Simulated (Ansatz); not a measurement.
LiF in the rocksalt structure, relaxed with r2SCAN in the PAW code Ansatz. It is cubic, Fm-3m (No. 225); conventional cell a = 3.990 Å, 7.94 Å³ an atom. Li has 6 F at 1.99 Å; F has 6 Li at 1.99 Å.

The axes x, y and z are those of this cell:
```
CELL_PARAMETERS angstrom
0.00000 1.99487 1.99487
1.99487 0.00000 1.99487
1.99487 1.99487 0.00000
ATOMIC_POSITIONS crystal
Li 0.00000 0.00000 0.00000
F 0.50000 0.50000 0.50000
```

Unstrained: The PBE gap is indirect, 9.347 eV (Γ–K (0.17 of the way from Γ) to Γ), below the direct gap of 9.348 eV at Γ. Least and direct gap differ so little that the kind isn't settled. r2SCAN gives a direct gap of 10.330 eV at Γ. The HSE06 gap is indirect, 11.674 eV (Γ–K (0.17 of the way from Γ) to Γ), below the direct gap of 11.675 eV at Γ. Least and direct gap differ so little that the kind isn't settled. Meshes: PBE 10×10×10, r2SCAN 10×10×10, HSE06 8×8×8. Strains are changes of length per length. After each strain the atoms were relaxed again with r2SCAN within the symmetry that the strain leaves, so tilts or polar shifts that break it weren't tested; points keep the names that they have in the unstrained zone. Spin-unpolarised throughout; all numbers are computed.

(1) For epitaxial +1.0 % in the xy plane, how far does the free direction move, and what happens to the gap?

(2) For epitaxial -3.0 % in the xy plane, how far does the free direction move, and what happens to the gap?

(3) Apply epitaxial -1.0 % in the xy plane, free normal strain +0.71 %. How far does the gap move, against the unstrained cell?

(4) For epitaxial -4.0 % in the xy plane, how far does the free direction move, and what happens to the gap?

(5) For epitaxial +3.0 % in the xy plane, how far does the free direction move, and what happens to the gap?

(6) Apply epitaxial -2.0 % in the xy plane, free normal strain +1.44 %. How far does the gap move, against the unstrained cell?

(7) For epitaxial +2.0 % in the xy plane, how far does the free direction move, and what happens to the gap?

(8) Estimate what epitaxial +4.0 % in the xy plane, free normal strain -2.41 % does to the gap.

(9) Order the strained cells by their HSE06 gap, smallest first.
A. epitaxial -1.0 % in the xy plane
B. epitaxial +2.0 % in the xy plane
C. epitaxial -3.0 % in the xy plane
D. epitaxial +4.0 % in the xy plane
E. epitaxial -2.0 % in the xy plane
F. epitaxial +3.0 % in the xy plane
G. epitaxial +1.0 % in the xy plane
H. epitaxial -4.0 % in the xy plane

Answers

(1) The normal strain at zero normal stress is -0.64 %, 0.64 of the in-plane strain with the sign turned. PBE: the gap goes from 9.347 to 9.210 eV (-0.137 eV); least and direct gap lie within 0.04 eV, so its kind isn't settled. r2SCAN: the gap goes from 10.330 to 10.187 eV (-0.143 eV). HSE06: the gap goes from 11.674 to 11.527 eV (-0.147 eV); least and direct gap lie within 0.04 eV, so its kind isn't settled.

(2) The normal strain at zero normal stress is +2.22 %, 0.74 of the in-plane strain with the sign turned. PBE: the gap goes from 9.347 to 9.632 eV (+0.285 eV); least and direct gap lie within 0.04 eV, so its kind isn't settled. r2SCAN: the gap goes from 10.330 to 10.631 eV (+0.301 eV). HSE06: the gap goes from 11.674 to 11.974 eV (+0.300 eV); least and direct gap lie within 0.04 eV, so its kind isn't settled.

(3) PBE: the gap goes from 9.347 to 9.442 eV (+0.095 eV); least and direct gap lie within 0.04 eV, so its kind isn't settled. r2SCAN: the gap goes from 10.330 to 10.430 eV (+0.100 eV). HSE06: the gap goes from 11.674 to 11.773 eV (+0.099 eV); least and direct gap lie within 0.04 eV, so its kind isn't settled. The r2SCAN energy rises by 0.8 meV an atom.

(4) The normal strain at zero normal stress is +3.03 %, 0.76 of the in-plane strain with the sign turned. PBE: the gap goes from 9.347 to 9.728 eV (+0.381 eV); least and direct gap lie within 0.04 eV, so its kind isn't settled. r2SCAN: the gap goes from 10.330 to 10.730 eV (+0.400 eV). HSE06: the gap goes from 11.674 to 12.073 eV (+0.399 eV); least and direct gap lie within 0.04 eV, so its kind isn't settled.

(5) The normal strain at zero normal stress is -1.85 %, 0.62 of the in-plane strain with the sign turned. PBE: the gap goes from 9.347 to 8.937 eV (-0.410 eV); least and direct gap lie within 0.04 eV, so its kind isn't settled. r2SCAN: the gap goes from 10.330 to 9.901 eV (-0.429 eV). HSE06: the gap goes from 11.674 to 11.232 eV (-0.442 eV); least and direct gap lie within 0.04 eV, so its kind isn't settled.

(6) PBE: the gap goes from 9.347 to 9.537 eV (+0.190 eV); least and direct gap lie within 0.04 eV, so its kind isn't settled. r2SCAN: the gap goes from 10.330 to 10.531 eV (+0.201 eV). HSE06: the gap goes from 11.674 to 11.874 eV (+0.200 eV); least and direct gap lie within 0.04 eV, so its kind isn't settled. The r2SCAN energy rises by 3.4 meV an atom.

(7) The normal strain at zero normal stress is -1.26 %, 0.63 of the in-plane strain with the sign turned. PBE: the gap goes from 9.347 to 9.074 eV (-0.273 eV); least and direct gap lie within 0.04 eV, so its kind isn't settled. r2SCAN: the gap goes from 10.330 to 10.044 eV (-0.286 eV). HSE06: the gap goes from 11.674 to 11.379 eV (-0.295 eV); least and direct gap lie within 0.04 eV, so its kind isn't settled.

(8) PBE: the gap goes from 9.347 to 8.802 eV (-0.545 eV); least and direct gap lie within 0.04 eV, so its kind isn't settled. r2SCAN: the gap goes from 10.330 to 9.760 eV (-0.570 eV). HSE06: the gap goes from 11.674 to 11.086 eV (-0.588 eV); least and direct gap lie within 0.04 eV, so its kind isn't settled. The r2SCAN energy rises by 10.3 meV an atom.

(9) D (11.09 eV), F (11.23 eV), B (11.38 eV), G (11.53 eV), A (11.77 eV), E (11.87 eV), C (11.97 eV), H (12.07 eV).

Where an edge lies off the special points, it is a point of the mesh or the k point where a search put PBE's edge or least direct gap, reused for the other functionals, whose own edges may lie a little apart.

The meshes of the hybrids are coarse, so their gaps aren't converged to the digits shown.
